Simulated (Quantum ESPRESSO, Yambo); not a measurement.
# A GW chain in Yambo: GaAs (F-43m), part 3 of 3

Aim: the G0W0 gap of GaAs (F-43m) on PBE, step by step.

Quantum ESPRESSO 7.5 and Yambo 5.3.0; PBE and many-body steps on it, plane waves. Known limits of the many-body steps: not at the basis limit; no spin-orbit coupling; coarse k mesh.

So far. Step 3 (Bands along the symmetry lines): The gap is 0.518 eV, as in the run before at this level. Step 4 (Empty states on the mesh, 4×4×4 mesh, 124 bands): On this mesh the gap is 0.518 eV.

## 6. Screening and self-energy, 4×4×4 mesh, 124 bands, screening to 197.3 eV

G0W0 replaces the xc potential by the self-energy, built once from these orbitals. Only a window of levels is corrected, while the sums run over the empty bands that the input names.

This step: G0W0 on PBE, plane waves, norm-conserving pseudopotentials.

File gw1.in:

```
HF_and_locXC
gw0
dyson
ppa
em1d
rim_cut
RandQpts= 1000000
RandGvec= 1 RL
EXXRLvcs= 104 Ry
VXCRLvcs= 416 Ry
Chimod= "HARTREE"
% BndsRnXp
 1 | 124 |
%
NGsBlkXp= 14.5 Ry
% LongDrXp
 1 | 1 | 1 |
%
% GbndRnge
 1 | 124 |
%
DysSolver= "n"
ExtendOut
PPAPntXp= 27.21138 eV
% QPkrange
 1 | 8 | 19 | 26 |
%
```

Command:

```
> OMP_NUM_THREADS=1 mpirun -n 4 yambo -F gw1.in -J gw1 -C gw1 > gw1.log
```

Log:

```text
 Yambo, version 5.3.0

 [02] CORE Variables Setup
 =========================

  [... cell, symmetries and grids as in the set-up ...]

  [02.05] Energies & Occupations
  ==============================

  [X] === General ===
  [X] Electronic Temperature                        :  0.000000  0.000000 [eV K]
  [X] Bosonic    Temperature                        :  0.000000  0.000000 [eV K]
  [X] Finite Temperature mode                       : no
  [X] El. density                                   :  0.97390E+24 [cm-3]
  [X] Fermi Level                                   :  9.827511 [eV]

  [X] === Gaps and Widths ===
  [X] Conduction Band Min                           :  0.518057 [eV]
  [X] Valence Band Max                              :  0.000000 [eV]
  [X] Filled Bands                                  :  22
  [X] Empty Bands                                   :   23  124
  [X] Direct Gap                                    :  0.518057 [eV]
  [X] Direct Gap localized at k                     :  1
  [X] Indirect Gap                                  :  0.518057 [eV]
  [X] Indirect Gap between kpts                     :  1  1
  [X] Last valence band width                       :  3.339194 [eV]
  [X] 1st conduction band width                     :  4.106600 [eV]

 [03] Transferred momenta grid and indexing
 ==========================================

 IBZ Q-points                                      :   8
 BZ  Q-points                                      :   64

 K/Q-points units:
 rlu = crystal or reduced units; cc = cartesian coordinates; iku = interal k-units

 Q [1]          [rlu]:  0.000000  0.000000  0.000000
 Q [2]          [rlu]: -0.91587E-18 -0.91587E-18  0.25000
 Q [3]          [rlu]:  0.18317E-17  0.18317E-17 -0.50000
 Q [4]          [rlu]:  0.26116E-17  0.25000      0.25000
 Q [5]          [rlu]:  0.71282E-16  0.25000      0.50000
 Q [6]          [rlu]:  0.18317E-17  0.25000     -0.25000
 Q [7]          [rlu]: -0.52231E-17 -0.50000     -0.50000
 Q [8]          [rlu]:  0.250000 -0.500000 -0.250000

 [04] Coloumb potential Random Integration (RIM)
 ===============================================

  [04.01] RIM initialization
  ==========================

  * Diagonal components only detected *

  8 x (sBL volume)        :  0.101699 [a.u.]
  sBZ random points       :  1000000
  Points outside the sBZ  :   7987327
  RL volume               :  0.813588 [a.u.]
  Integrated volume       :  0.814879 [a.u.]

  [04.02] RIM integrals
  =====================

  Gamma point sphere radius             :  0.084669 [a.u.]
  Points outside the sphere             :   799513
  [Int_sBZ(q=0) 1/q^2]*(Vol_sBZ)^(-1/3) =:  7.764325
                                 should be <:  7.795600

  Summary of Coulomb integrals for non-metallic bands |Q|[au] RIM/Bare

  Q [1] 0.100000E-4 0.995988 * Q [2] 0.254653 1.066317
  Q [4] 0.294048 1.065091 * Q [6] 0.415847 1.027759
  Q [5] 0.487623 1.020584 * Q [3] 0.509306 1.018268
  Q [7] 0.588096 1.014689 * Q [8] 0.657511 1.011648

 [05] Dipoles
 ============

  [05.01] Setup: observables and procedures
  =========================================

 [06] Dynamic Dielectric Matrix (PPA)
 ====================================

 [WR./gw1//ndb.pp]---------------------------------------------------------------
  Brillouin Zone Q/K grids (IBZ/BZ)                :    8   64    8   64
  RL vectors                                       :   6567 [WF]
  Coulomb cutoff potential                         : none
  Electronic Temperature                           :  0.000000 [K]
  Bosonic    Temperature                           :  0.000000 [K]
  PPA    diel. fun.  energies                      : Perdew, Burke & Ernzerhof(X)+Perdew, Burke & Ernzerhof(C)
  wavefunctions                                    : Perdew, Burke & Ernzerhof(X)+Perdew, Burke & Ernzerhof(C)
  Global Gauge                                     : length
  X matrix size                                    :  307
  X band range                                     :    1  124
  X e/h energy range                               : -1.000000 -1.000000 [eV]
  X Time ordering                                  : R
  X Hxc Kernel                                     : HARTREE
  X Drude frequency                                :  0.000000  0.000000
  X poles                                          :  100.0000 [o/o]
  RL vectors in the sum                            :   6567
  [r,Vnl] included                                 : yes
  Field direction                                  :  0.577350E-5  0.577350E-5  0.577350E-5
  BZ energy Double Grid                            : no
  BZ energy DbGd points                            : 0
  BZ Q point size factor                           : -1.000000
  X Optical Averaged directions                    : none

 [07] Local Exchange-Correlation + Non-Local Fock
 ================================================

 [VXC] Plane waves :   43655
 [EXS] Plane waves :   5601

 QP @ state[ 1 ] K range:   1   8
 QP @ state[ 1 ] b range:  19  26

 [xc] Functional : Perdew, Burke & Ernzerhof(X)+Perdew, Burke & Ernzerhof(C)
 [xc] LIBXC used to calculate xc functional
  PP Number of Atomic Species                      :  2
  NLCC RL compoments                               :   43655
  PP Number of Atomic Species                      :  2
  NLCC RL compoments                               :   43655

 [xc] E_xc :  -45.46122 [Ha]
      E_xc :  -90.92244 [Ry]

  Local XC kind (lXC) : Perdew, Burke & Ernzerhof(X)+Perdew, Burke & Ernzerhof(C)
  Non-Local XC kind (nlXC) : Hartree-Fock

  Corrections @ K [1] :  [eV]
 <19|nlXC|19> = -20.34399 -0.81766E-17 <19|lXC|19> = -13.25917  0.000000
 <20|nlXC|20> = -15.93725 -0.20430E-16 <20|lXC|20> = -14.36257 -0.75527E-15
 <21|nlXC|21> = -15.93725  0.14680E-16 <21|lXC|21> = -14.36257  0.000000
 <22|nlXC|22> = -15.93709  0.10270E-16 <22|lXC|22> = -14.36257  0.75527E-15
 <23|nlXC|23> = -10.69831  0.42891E-17 <23|lXC|23> = -14.69846  0.000000
 <24|nlXC|24> = -7.088600 -0.80180E-17 <24|lXC|24> = -11.53166  0.000000
 <25|nlXC|25> = -7.088760 -0.33389E-17 <25|lXC|25> = -11.53166  0.37763E-15
 <26|nlXC|26> = -7.088449  0.33270E-17 <26|lXC|26> = -11.53165 -0.75527E-15

  Corrections @ K [2] :  [eV]
 <19|nlXC|19> = -20.98699 -0.34682E-16 <19|lXC|19> = -14.09112  0.000000
 <20|nlXC|20> = -16.19786  0.27422E-16 <20|lXC|20> = -13.31446  0.000000
[...]
Corrections @ K [3] :  [eV]
[...]
Corrections @ K [4] :  [eV]
[...]
Corrections @ K [5] :  [eV]
[...]
[... 2 further k-points ...]
  Corrections @ K [8] :  [eV]
[...]
<22|nlXC|22> = -14.11648  0.52970E-17 <22|lXC|22> = -11.49464  0.000000
 <23|nlXC|23> = -8.542971  0.29770E-17 <23|lXC|23> = -13.58461  0.000000
 <24|nlXC|24> = -6.655441 -0.24832E-17 <24|lXC|24> = -10.95971  0.000000
 <25|nlXC|25> = -6.572401  0.37015E-18 <25|lXC|25> = -11.67127  0.000000
 <26|nlXC|26> = -5.708818  0.11996E-17 <26|lXC|26> = -10.37116  0.000000

  [07.01] Hartree-Fock occupations report
  =======================================

  [Hartree-Fock] === General ===
  [Hartree-Fock] Electronic Temperature             :  0.000000  0.000000 [eV K]
  [Hartree-Fock] Bosonic    Temperature             :  0.000000  0.000000 [eV K]
  [Hartree-Fock] Finite Temperature mode            : no
  [Hartree-Fock] El. density                        :  0.97390E+24 [cm-3]
  [Hartree-Fock] Fermi Level                        :  9.827511 [eV]

  [Hartree-Fock] === Gaps and Widths ===
  [Hartree-Fock] Conduction Band Min                :  4.518207 [eV]
  [Hartree-Fock] Valence Band Max                   : -1.574522 [eV]
  [Hartree-Fock] Filled Bands                       :  22
  [Hartree-Fock] Empty Bands                        :   23  124
  [Hartree-Fock] Direct Gap                         :  6.092729 [eV]
  [Hartree-Fock] Direct Gap localized at k          :  1
  [Hartree-Fock] Indirect Gap                       :  6.092729 [eV]
  [Hartree-Fock] Indirect Gap between kpts          :  1  1
  [Hartree-Fock] Last valence band width            :  4.386511 [eV]
  [Hartree-Fock] 1st conduction band width          :  5.148084 [eV]

 [08] Dyson equation: Newton solver
 ==================================

  [08.01] G0W0 (W PPA)
  ====================

  [  GW  ] Bands range     :    1  124
  [GW/PPA] G damping       :  0.100000 [eV]

  QP @ state[ 1 ] K range:   1   8
  QP @ state[ 1 ] b range:  19  26

   Sc/G bands                                       :    1  124
   Sc/G damping                                     :  0.100000 ev
   Sc bands terminator                              : no
   Sx RL components                                 :   5601

   QP @ state[ 1 ] K range                          :   1   8
   QP @ state[ 1 ] b range                          :  19  26
   GF energies kind                                 : Perdew, Burke & Ernzerhof(X)+Perdew, Burke & Ernzerhof(C)
   GF WF`s kind                                     : Perdew, Burke & Ernzerhof(X)+Perdew, Burke & Ernzerhof(C)
   Xs energies kind                                 : Perdew, Burke & Ernzerhof(X)+Perdew, Burke & Ernzerhof(C)
   Xs WF`s kind                                     : Perdew, Burke & Ernzerhof(X)+Perdew, Burke & Ernzerhof(C)

 [11] Game Over & Game summary
```

Elapsed: 11 min, on 4 MPI ranks of Intel Xeon 6975P-C (Granite Rapids), shared host; peak memory 2.4 GiB; 43 min of CPU time.

Numbers from this step:

```yaml
g0w0_gap_on_the_mesh: 1.176 eV
starting_gap_on_the_mesh: 0.5181 eV
k_of_the_valence_top: 0, 0, 0
k_of_the_conduction_bottom: 0, 0, 0
least_direct_g0w0_gap_on_the_computed_points: 1.176 eV
z_at_the_valence_top: 0.7949
z_at_the_conduction_bottom: 0.7984
```

The gap on the mesh goes from 0.52 eV to 1.18 eV, a correction of +0.66 eV.

Limits: finite bands, cutoff and mesh; no spin-orbit coupling; coarse k mesh. v1 is the top filled band, c1 the lowest empty one. Levels before and after the correction, in eV, zero at the valence-band top of each column:

```
           conduction bottom  valence top
Kohn-Sham               0.52         0.00
     G0W0               1.18         0.00
```

```
             level  energy (eV)
Kohn-Sham     Γ v4      -12.726
Kohn-Sham  Γ v3-v1        0.000
Kohn-Sham     Γ c1        0.518
Kohn-Sham  Γ c2-c4        3.737
     G0W0     Γ v4      -12.714
     G0W0  Γ v3-v1        0.000
     G0W0     Γ c1        1.176
     G0W0  Γ c2-c4        4.300
```

## 7. Where the time went

Times are wall times on the hardware named with each run, good to a factor of about two.

```
                          step    time  share  memory (GiB)
                  ground state   6.6 s    1 %          0.36
bands along the symmetry lines   4.3 s    1 %          0.31
      empty states on the mesh   5.9 s    1 %          0.48
         conversion and set-up   2.8 s    0 %          0.26
     screening and self-energy  11 min   97 %           2.4
```

## 8. What came out

| Item | Value |
| --- | --- |
| PBE gap | 0.52 eV, direct |
| G0W0 gap on the mesh | 1.18 eV |
| GW settings | 4×4×4 mesh, 124 bands, screening to 197.3 eV, Godby-Needs plasmon pole |
| known limits | not at the basis limit; no spin-orbit coupling; coarse k mesh |

G0W0 moves the gap on the mesh from 0.52 eV to 1.18 eV (+0.66 eV), with Z of 0.79 and 0.80 at the edges. The dearest step here is «screening and self-energy». Against experiment, by G0W0@PBE: the direct gap of 1.18 eV lies −0.33 eV from the measured 1.51 eV (exciton, 77 K, 2020); the direct gap of 1.18 eV lies −0.24 eV from the measured 1.42 eV (exciton, 300 K, 2014); the direct gap of 1.18 eV lies −0.24 eV from the measured 1.418 ± 0.005 eV (direct, 300 K, 2008); the direct gap of 1.18 eV lies −0.24 eV from the measured 1.412 ± 0.01 eV (direct, 300 K, 2008). An exciton line or allowed optical edge lies below the quasiparticle gap by the binding energy; a forbidden edge can push the onset above it. The calculation has static nuclei and no excitons; a measured gap holds zero-point and thermal motion, which mostly lowers it. Bands and cutoff are finite, so the gap is not at the basis limit. The miss can reach some tenths of an eV and take either sign; the mesh is an error of its own. The 4×4×4 mesh is coarse for this cell, which bears on the long-range parts of exchange and screening. The many-body steps are scalar-relativistic: spin-orbit coupling is not in them.

[Paths, hosts, dates, memory and timing lines, banners, echoed tables and standing remarks are left out of the program output.]

[Logs are printed without paths, hosts, clocks, repeated set-up lines and the standing remarks that a program may print on its own settings, such as how far it seeks lower states.]

[Runs of the session that timed out or met a known fault of the program may be left out.]

[Hosts, paths, dates, database ids (printed as entryN), source tags and the programs' standing remarks are cut or masked in the printed files.]
